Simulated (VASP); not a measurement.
# ZnSe (Stilleite) (F-43m) in VASP: notebook

Runs on ZnSe (Stilleite). Level: LDA. Tasks: dielectric tensor.

All numbers are computed with VASP 6.6.1; they aren't measurements. Logs are shortened: lines on timing, memory, paths and dates and some standing lists are left out, and cuts for length are marked.

## (1) The crystal as given

The structure is cubic, space group F-43m (No. 216). The conventional cell has a = 5.668 Å, b = 5.668 Å, c = 5.668 Å, α = 90.00°, β = 90.00°, γ = 90.00°. Se (site symmetry -43m) is surrounded by 4 Zn at 2.45 Å. Zn (site symmetry -43m) has 4 Se at 2.45 Å as nearest neighbours.

## (2) Dielectric tensor, LDA

File INCAR:

```
  PREC = Accurate
  ENCUT = 500
  EDIFF = 1E-8
  ISMEAR = 0
  SIGMA = 0.01
  LREAL = F
  LASPH = T
  NELM = 100
  ALGO = Normal
  ISIF = 2
  LWAVE = F
  LCHARG = F
  LEPSILON = T
```

File KPOINTS:

```
regular mesh
0
Gamma
  10 10 10
```

File POSCAR:

```
ZnSe
1.0
    0.0000000000      2.8338000000      2.8338000000
    2.8338000000      0.0000000000      2.8338000000
    2.8338000000      2.8338000000      0.0000000000
Se Zn
1 1
Direct
    0.7500000000      0.7500000000      0.7500000000
    0.0000000000      0.0000000000      0.0000000000
```

Potentials or basis: VASP PAW LDA potentials, release 64 (Se, Zn).

On the command line:

```sh
$ cat potpaw_LDA.64/Se/POTCAR potpaw_LDA.64/Zn/POTCAR > POTCAR
$ mpirun -np 1 vasp_std > vasp.out
```

OUTCAR:

```text
PREC = Accurate
   ENCUT = 500
   EDIFF = 1E-8
   ISMEAR = 0
   LREAL = F
   LASPH = T
   NELM = 100
   ISIF = 2
   LEPSILON = T

 Found     47 irreducible k-points:

 Following reciprocal coordinates:
            Coordinates               Weight
  0.000000  0.000000  0.000000      1.000000
  0.100000  0.000000  0.000000      8.000000
  0.200000  0.000000  0.000000      8.000000
  0.300000  0.000000  0.000000      8.000000
  0.400000  0.000000  0.000000      8.000000
  0.500000  0.000000  0.000000      4.000000
   k-points           NKPTS =     47   k-points in BZ     NKDIM =     47   number of bands    NBANDS=     13
   number of dos      NEDOS =    301   number of ions     NIONS =      2
   total plane-waves  NPLWV =  27000
   dimension x,y,z NGX =    30 NGY =   30 NGZ =   30
   dimension x,y,z NGXF=    60 NGYF=   60 NGZF=   60
   ions per type =               1   1
   NGX,Y,Z   is equivalent  to a cutoff of  12.44, 12.44, 12.44 a.u.
   NGXF,Y,Z  is equivalent  to a cutoff of  24.89, 24.89, 24.89 a.u.
 SYSTEM =  unknown system
   PREC   = accura    normal or accurate (medium, high low for compatibility)
   ISTART =      0    job   : 0-new  1-cont  2-samecut
   ICHARG =      2    charge: 1-file 2-atom 10-const
   ISPIN  =      1    spin polarized calculation?
   LNONCOLLINEAR =      F non collinear calculations
   LSORBIT =      F    spin-orbit coupling
   LASPH  =      T    aspherical Exc in radial PAW
   ENCUT  =  500.0 eV  36.75 Ry    6.06 a.u.   7.31  7.31  7.31*2*pi/ulx,y,z
   NELM   =    100;   NELMIN=  2; NELMDL= -5     # of ELM steps
   EDIFF  = 0.1E-07   stopping-criterion for ELM
   LREAL  =      F    real-space projection
   EDIFFG = 0.1E-06   stopping-criterion for IOM
   NSW    =      0    number of steps for IOM
   IBRION =     -1    ionic relax: 0-MD 1-quasi-New 2-CG
   NFREE  =      0    steps in history (QN), initial steepest desc. (CG)
   ISIF   =      2    stress and relaxation
   ISYM   =      2    0-nonsym 1-usesym 2-fastsym
   POTIM  = 0.5000    time-step for ionic-motion
   TEBEG  =    0.0;   TEEND  =   0.0 temperature during run
   PSTRESS=    0.0 pullay stress
   NELECT =      18.0000    total number of electrons
   NUPDOWN=      -1.0000    fix difference up-down
   EMIN   =  10.00;   EMAX   =-10.00  energy-range for DOS
   EFERMI =   0.00;   METHOD = LEGACY
   ISMEAR =     0;   SIGMA  =   0.01  broadening in eV -4-tet -1-fermi 0-gaus
   EFERMI_NEDOS =   21; number of points for ismear=-14 and -15
   IALGO  =     38    algorithm
   IMIX   =      4    mixing-type and parameters
[... 148 lines left out ...]
      4.25070      4.25070      4.25070         0.000000      0.000000      0.000000
      0.00000      0.00000      0.00000        -0.000000     -0.000000     -0.000000
 -----------------------------------------------------------------------------------
    total drift:                                0.000001      0.000001      0.000001

  FREE ENERGIE OF THE ION-ELECTRON SYSTEM (eV)
  ---------------------------------------------------
  free  energy   TOTEN  =        -7.3511964400 eV

  energy  without entropy=       -7.3511964400  energy(sigma->0) =       -7.35119644

 HEAD OF MICROSCOPIC STATIC DIELECTRIC TENSOR (INDEPENDENT PARTICLE, excluding Hartree and local field effects)
 ------------------------------------------------------
           8.538862     0.000000     0.000000
           0.000000     8.538862    -0.000000
          -0.000000    -0.000000     8.538862
 ------------------------------------------------------

 Free energy of the ion-electron system (eV)
  ---------------------------------------------------
  ---------------------------------------------------
  free energy    TOTEN  =        -0.93151229 eV

  energy without entropy =       -0.93151229

------------------------ aborting loop because EDIFF is reached ----------------------------------------

--------------------------------------- Ionic step        2  -------------------------------------------

------------------------ aborting loop because EDIFF is reached ----------------------------------------

--------------------------------------- Ionic step        3  -------------------------------------------

 Free energy of the ion-electron system (eV)
  ---------------------------------------------------
  ---------------------------------------------------
  free energy    TOTEN  =        -0.93151664 eV

  energy without entropy =       -0.93151664

------------------------ aborting loop because EDIFF is reached ----------------------------------------

 PIEZOELECTRIC TENSOR FIELD DIRECTION 3  (e Angst)
 -----------------------------------------------------------------------------
    -0.00100  2.02383  0.00000           (  0.00000 -0.03119  0.00000)
     2.02383 -0.00100  0.00000           ( -0.03119  0.00000  0.00000)
     0.00000  0.00000 -0.00015           (  0.00000  0.00000 -0.00000)

 PIEZOELECTRIC TENSOR FIELD DIRECTION 3  (C/m^2)
 -----------------------------------------------------------------------------
    -0.00035  0.71244  0.00000
     0.71244 -0.00035  0.00000
     0.00000  0.00000 -0.00005

 MACROSCOPIC STATIC DIELECTRIC TENSOR (including local field effects in DFT)
 ------------------------------------------------------
           8.014198    -0.000000    -0.000000
          -0.000000     8.014198     0.000000
          -0.000000    -0.000000     8.014198
 ------------------------------------------------------

 PIEZOELECTRIC TENSOR (including local field effects)  for field in x, y, z        (e  Angst)
          XX          YY          ZZ          XY          YZ          ZX
  --------------------------------------------------------------------------------
  x     0.00000    -0.00000     0.00000     0.00000     2.03521     0.00000
  y     0.00000     0.00000     0.00000     0.00000     0.00000     2.03521
  z    -0.00000     0.00000     0.00000     2.03521     0.00000     0.00000

 PIEZOELECTRIC TENSOR (including local field effects)  for field in x, y, z        (C/m^2)
          XX          YY          ZZ          XY          YZ          ZX
  --------------------------------------------------------------------------------
  x     0.00000    -0.00000     0.00000     0.00000     0.71644     0.00000
  y     0.00000     0.00000     0.00000     0.00000     0.00000     0.71644
  z    -0.00000     0.00000     0.00000     0.71644     0.00000     0.00000

 BORN EFFECTIVE CHARGES (including local field effects) (in |e|, cummulative output)
 ---------------------------------------------------------------------------------
 ion    1
    1    -2.06565    -0.00000     0.00000
    2     0.00000    -2.06565     0.00000
    3     0.00000     0.00000    -2.06565
 ion    2
    1     2.06565     0.00000    -0.00000
    2    -0.00000     2.06565     0.00000
    3    -0.00000    -0.00000     2.06565
```

OSZICAR:

```text
N       E                     dE             d eps       ncg     rms          rms(c)
[... 13 lines left out ...]
RMM:   5    -0.930585045902E+00   -0.82080E-02   -0.19682E-03  7677   0.264E-01    0.249E-02
RMM:   6    -0.931193127873E+00   -0.60808E-03   -0.56564E-05  7171   0.696E-02    0.155E-02
RMM:   7    -0.931473134323E+00   -0.28001E-03    0.30446E-07  7708   0.214E-02    0.231E-03
RMM:   8    -0.931520748804E+00   -0.47614E-04    0.23003E-06  7316   0.561E-03    0.107E-03
RMM:   9    -0.931513787102E+00    0.69617E-05    0.30285E-07  8012   0.181E-03    0.296E-04
RMM:  10    -0.931516116109E+00   -0.23290E-05    0.99753E-08  7294   0.535E-04    0.459E-05
RMM:  11    -0.931517198408E+00   -0.10823E-05    0.19054E-08  4880   0.164E-04    0.229E-05
RMM:  12    -0.931516644714E+00    0.55369E-06   -0.26656E-08  3486   0.823E-05    0.422E-06
```

Wall time 5 min (1 thread of AMD EPYC 9R14 (Zen 4), shared host); peak memory 0.34 GiB.

The run converged, but some of its settings lie outside the range that counts as converged, so its numbers aren't taken as properties of the crystal.

Results:

```
Band gap on the k mesh                  : 1.07 eV, direct
Electronic dielectric tensor (diagonal) : 8.01
Born charges (mean of the diagonal)     : Se -2.07; Zn +2.07 e
```

## (3) Dielectric tensor, LDA

INCAR, as its differences from that of step 2:

```diff
@@ -1,3 +1,3 @@
   PREC = Accurate
-  ENCUT = 500
+  ENCUT = 400
   EDIFF = 1E-8
```

File KPOINTS:

```
regular mesh
0
Gamma
  12 12 12
```

POSCAR is that of step 2.

Potentials or basis: VASP PAW LDA potentials, release 64 (Se, Zn).

On the command line:

```sh
$ cat potpaw_LDA.64/Se/POTCAR potpaw_LDA.64/Zn/POTCAR > POTCAR
$ mpirun -np 1 vasp_std > vasp.out
```

OUTCAR:

```text
PREC = Accurate
   ENCUT = 400
   EDIFF = 1E-8
   ISMEAR = 0
   LREAL = F
   LASPH = T
   NELM = 100
   ISIF = 2
   LEPSILON = T

 Found     72 irreducible k-points:

 Following reciprocal coordinates:
            Coordinates               Weight
  0.000000  0.000000  0.000000      1.000000
  0.083333  0.000000  0.000000      8.000000
  0.166667  0.000000  0.000000      8.000000
  0.250000  0.000000  0.000000      8.000000
  0.333333  0.000000  0.000000      8.000000
  0.416667  0.000000  0.000000      8.000000
   k-points           NKPTS =     72   k-points in BZ     NKDIM =     72   number of bands    NBANDS=     13
[... 236 lines left out ...]
    -0.00029  0.70714  0.00000
     0.70714 -0.00029  0.00000
     0.00000  0.00000 -0.00024

 MACROSCOPIC STATIC DIELECTRIC TENSOR (including local field effects in DFT)
 ------------------------------------------------------
           7.791179    -0.000000    -0.000000
          -0.000000     7.791179    -0.000000
          -0.000000     0.000000     7.791179
 ------------------------------------------------------

 PIEZOELECTRIC TENSOR (including local field effects)  for field in x, y, z        (e  Angst)
          XX          YY          ZZ          XY          YZ          ZX
  --------------------------------------------------------------------------------
  x    -0.00000     0.00000     0.00000     0.00000     2.01766     0.00000
  y    -0.00000     0.00000     0.00000     0.00000    -0.00000     2.01766
  z     0.00000     0.00000    -0.00000     2.01766     0.00000     0.00000

 PIEZOELECTRIC TENSOR (including local field effects)  for field in x, y, z        (C/m^2)
          XX          YY          ZZ          XY          YZ          ZX
  --------------------------------------------------------------------------------
  x    -0.00000     0.00000     0.00000     0.00000     0.71027     0.00000
  y    -0.00000     0.00000     0.00000     0.00000    -0.00000     0.71027
  z     0.00000     0.00000    -0.00000     0.71027     0.00000     0.00000

 BORN EFFECTIVE CHARGES (including local field effects) (in |e|, cummulative output)
 ---------------------------------------------------------------------------------
 ion    1
    1    -2.05612     0.00000     0.00000
    2     0.00000    -2.05612     0.00000
    3     0.00000    -0.00000    -2.05612
 ion    2
    1     2.05612    -0.00000    -0.00000
    2    -0.00000     2.05612    -0.00000
    3    -0.00000     0.00000     2.05612
```

stdout:

```text
POSCAR found type information on POSCAR SeZn
 POSCAR found :  2 types and       2 ions
 scaLAPACK will be used
 LDA part: xc-table for (Slater(with rela. corr.)+CA(PZ))
 , standard interpolation
 POSCAR, INCAR and KPOINTS ok, starting setup
 FFT: planning ... GRIDC
 FFT: planning ... GRID_SOFT
 FFT: planning ... GRID
 WAVECAR not read
 entering main loop
 Linear response reoptimize wavefunctions to high precision
 Linear response G [H, r] |phi>, progress :
  Direction:   1
 Linear response G [H, r] |phi>, progress :
  Direction:   2
 Linear response G [H, r] |phi>, progress :
  Direction:   3
 Linear response to external field (no local field effect), progress :
  Direction:   1
 dielectric tensor                  component  1 :     9.375     4.103     0.976
 Linear response to external field (no local field effect), progress :
  Direction:   2
 dielectric tensor                  component  2 :     4.102    10.149    -1.554
 Linear response to external field (no local field effect), progress :
  Direction:   3
 dielectric tensor                  component  3 :     0.980    -1.555     5.431
 Linear response to external field, progress :
  Direction:   1
 dielectric tensor                  component  1 :     7.791     1.525     0.845
 Linear response to external field, progress :
  Direction:   2
 dielectric tensor                  component  2 :     1.337     7.791     0.734
 Linear response to external field, progress :
  Direction:   3
 dielectric tensor                  component  3 :     1.096     1.272     7.791
 Born effective charges drift removed
```

Run time: 6.4 min. Hardware: 1 thread of AMD EPYC 9R14 (Zen 4), shared host; peak memory 0.34 GiB.

These settings aren't checked as converged: the numbers below hold their error.

What came out:

* Band gap on the k mesh: 1.07 eV, direct
* Electronic dielectric tensor (diagonal): 7.79
* Born charges (mean of the diagonal): Se -2.06; Zn +2.06 e

[end of part 1 of 2]
